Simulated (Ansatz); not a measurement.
System: skutterudite CoSb₃. Method: PBE (plane waves, PAW; Ansatz, an electronic-structure program).

Run with plane-wave cutoff 520 eV, 6×6×6 k mesh, Fermi–Dirac smearing 0.01 eV, no spin polarisation, scalar-relativistic PAW data made under PBE.

Response to compression and expansion:

Shape and atoms are relaxed at each volume.

| V (Å³/atom) | P (GPa) | direct gap at Γ (eV) |
|---|---|---|
| 22.736 | 3.80 | 0.276 |
| 23.210 | 1.79 | 0.214 |
| 23.683 | -0.01 | 0.155 |
| 24.157 | -1.61 | 0.101 |
| 24.631 | -3.03 | 0.049 |

Measured, for comparison: band gap 0.63 eV (temperature not stated, no zero-point or thermal correction; as tabulated in Kim et al. (2020), doi:10.1038/s41597-020-00723-8).

Note: the bulk modulus comes from volumes at which shape and atoms were relaxed.

Spin–orbit coupling is not included; it can close the smallest gap of 0.16 eV.
